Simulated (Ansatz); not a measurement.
Crystal: NaCl.

```xyz
2
Lattice="3.5022 0.0000 0.0000 0.0000 3.5022 0.0000 0.0000 0.0000 3.5022" Properties=species:S:1:pos:R:3 pbc="T T T"
Cl    1.7511    1.7511    1.7511
Na    0.0000    0.0000    0.0000
```

Measurements of this composition are mostly on another form, of space group No. 225.

Base run:

```yaml
Program: Ansatz 0.2.0
Functional: revPBE
Potentials_or_basis: all-electron LAPW, scalar-relativistic
Cutoff: 141 eV (chosen from the basis error)
Basis_error_allowed: 0.001 eV/atom
k_mesh: 8 × 8 × 8
Occupations: fermi-dirac, width 0.05 eV
Spin: no spin polarisation
```

Its results: band gap on the k mesh 4.25 eV, indirect (least direct gap 4.73 eV); pressure 1.7 GPa.

**Question.** The run is repeated on the same cell with these changes: functional from revPBE to PBEsol. What comes out?

**Answer.** Band gap on the k mesh 3.84 eV, indirect (least direct gap 4.34 eV); pressure -1.2 GPa.

PBEsol binds more tightly than revPBE, so the same cell stands under less pressure.
